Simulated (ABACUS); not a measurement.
**Os under changes of volume**

One of the cells (13.982 Å³/atom); the others are scaled copies at fixed shape and fractional positions:

```
Os
1.0
     2.73410    0.00000    0.00000
    -1.36705    2.36780    0.00000
     0.00000    0.00000    4.31970
Os
2
Direct
  0.66667 0.33333 0.75000
  0.33333 0.66667 0.25000
```

- Program: ABACUS 3.10.1
- Functional: PBE
- Potentials or basis: PseudoDojo NC SR 0.4.1 PBE standard
- Cutoff: 1361 eV
- Density cutoff: 5442 eV
- Basis: TZDP LCAO (the cutoffs set its grid)
- k mesh: 11 × 11 × 6
- Occupations: fermi-dirac, width 0.05 eV
- Spin: no spin polarisation

```tsv
volume (Å³/atom)	energy over the lowest point (meV/atom)	pressure (GPa)
13.143	132.49	40.5
13.423	72.29	28.8
13.703	?	?
13.982	7.98	8.9
14.262	0.00	0.5
14.542	5.89	-7.0
14.821	24.13	-13.7
```

Task: What does the run at 13.703 Å³/atom give?

Result: Energy over the lowest point 31.48 meV/atom; pressure 18.3 GPa.

Worked out: A Birch-Murnaghan fit of order 3 (a polynomial in V^(-2/3)) to the other rows has its minimum at 14.28 Å³/atom with B0 = V·E''(V) = 403 GPa and B' = 4.6 at fixed shape and positions, which overstates the stiffness. It gives 31.44 meV/atom at 13.703 Å³/atom, against the run's 31.48, and -dE/dV = 18.2 GPa, against 18.3.

Energies are extrapolated to zero smearing.

Caveats: the atomic orbitals were generated for these runs and aren't a published set; the basis of atomic orbitals isn't converged, which shifts pressures, moduli and gaps.
